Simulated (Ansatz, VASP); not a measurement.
# TiB in VASP and in Ansatz

File INCAR:

```
SYSTEM = TiB
PREC = Accurate
ENCUT = 520
EDIFF = 1E-6
ISMEAR = -1
SIGMA = 0.05
LREAL = .FALSE.
LASPH = .TRUE.
NELM = 80
ALGO = Normal
ISIF = 2
LWAVE = .FALSE.
LCHARG = .TRUE.
LELF = .TRUE.
LVHAR = .TRUE.
NBANDS = 14
```

The input KPOINTS:

```
Automatic mesh
0
G
  13 13 13
  0 0 0
```

The input POSCAR:

```
TiB
1.0
    0.0000000000      2.0939731917      2.0939731917
    2.0939731917      0.0000000000      2.0939731917
    2.0939731917      2.0939731917      0.0000000000
Ti B
1 1
Direct
    0.7500000000      0.7500000000      0.7500000000
    0.0000000000      0.0000000000      0.0000000000
```

Input for Ansatz:

```yaml
crystal:
  lattice:
    - [0.0, 2.0939731917, 2.0939731917]
    - [2.0939731917, 0.0, 2.0939731917]
    - [2.0939731917, 2.0939731917, 0.0]
  atoms:
    - { symbol: Ti, position: [0.75, 0.75, 0.75] }
    - { symbol: B, position: [0.0, 0.0, 0.0] }
kpoints:
  mp_grid: { grid: [13, 13, 13] }
  band_path:
    path:
      - [0.0, 0.0, 0.0]
      - [-0.5, -0.5, 0.0]
      - [-0.375, -0.375, 0.25]
      - [-0.375, 0.0, 0.375]
      - [0.0, 0.0, 0.0]
      - [0.0, 0.0, 0.5]
      - [-0.5, -0.25, 0.25]
      - [-0.5, -0.5, 0.0]
    npoints: 5
scf:
  occupations: { method: fermi_dirac, width: 0.05 }
hamiltonian:
  xc: lda
  pseudopotentials: { kind: all_electron, lapw: { basis_error: 0.00025 } }
output:
  forces: true
  stress: true
  eigenvalues: true
```

Change from the starting cell: volume scaled by 0.99.

Alike in both runs: task single point; functional LDA; k mesh 13 × 13 × 13; occupations fermi-dirac, width 0.05 eV; no spin polarisation.

|  | VASP | Ansatz |
| --- | --- | --- |
| version | VASP 6.6.1 | Ansatz 0.2.0 |
| potentials or method | VASP PAW LDA potentials, release 64 (Ti_sv, B) | all-electron LAPW, scalar-relativistic |
| plane-wave cutoff (eV) | 520 | see its input |

Ansatz gave:

| Quantity | Value |
| --- | --- |
| pressure (GPa) | 109.8 |

Question: Estimate VASP's values.

Answer: Pressure (GPa): 109.7.

Ansatz ran all-electron here, so the differences hold the error of VASP's frozen core and of both bases.

Caveats: the cell as given lies far from equilibrium; so large a pressure means that the cell lies far from this level's equilibrium, or that cutoff or potentials fall short (VASP).
